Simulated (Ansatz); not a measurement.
Moving the functional in LiH

The structure is cubic, space group Fm-3m (No. 225). Conventional cell: a = 4.074 Å, b = 4.074 Å, c = 4.074 Å, α = 90.00°, β = 90.00°, γ = 90.00°. Li (site symmetry m-3m) has 6 H at 2.04 Å as nearest neighbours. H (site symmetry m-3m) is surrounded by 6 Li at 2.04 Å.

Kept alike: task single point; k mesh 8 × 8 × 8; occupations fermi-dirac, width 0.05 eV; no spin polarisation. Program: Ansatz, PAW datasets made for the crystal. Cutoffs run from 200 to 220 eV. The mesh is that of the run's cell of 2 atoms. No spin-orbit coupling.

| functional | pressure (GPa) |
| --- | --- |
| HSE06 | -2.18 |
| PBE | -1.69 |
| PBE0 | -2.11 |

Pressure is positive in compression, with a Pulay correction for the finite cutoff.

Problem. What does the functional change here?

Solution. The pressure runs from -2.18 (HSE06) to -1.69 GPa (PBE). From PBE: HSE06 -0.49; PBE0 -0.42. A positive pressure means that the functional's own cell is larger than the one given, a negative one that it is smaller.
